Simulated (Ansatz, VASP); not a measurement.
# One calculation of SnTe, two programs

```
CELL_PARAMETERS angstrom
0.00000 3.10827 3.10827
3.10827 0.00000 3.10827
3.10827 3.10827 0.00000
ATOMIC_POSITIONS crystal
Te 0.50000 0.50000 0.50000
Sn 0.00000 0.00000 0.00000
```

Alike in both runs: task single point; functional LDA; k mesh 7 × 7 × 7; occupations fermi-dirac, width 0.05 eV; no spin polarisation.

|  | VASP | Ansatz |
| --- | --- | --- |
| version | VASP 6.6.1 | Ansatz 0.2.0 |
| potentials or method | VASP PAW LDA potentials, release 64 (Te, Sn_d) | Ansatz PAW |
| plane-wave cutoff (eV) | 520 | 420 |
| valence electrons in the cell | 20 | 30 |

```tsv
	VASP	Ansatz	Ansatz less VASP
gap on the k mesh at the Fermi level (eV)	0.66	0.68	+0.019
least direct gap on the mesh (eV)	0.66	0.68	+0.019
pressure (GPa)	0.4	0.4	-0.06
```

The two sets of potentials don't hold the same shells in valence.

Caveats: the PAW data sets come from PBE, with cores solved anew for the run's functional, which leaves a small shift of forces and pressure (Ansatz). Spin-orbit coupling is left out, which matters for the levels of Te.
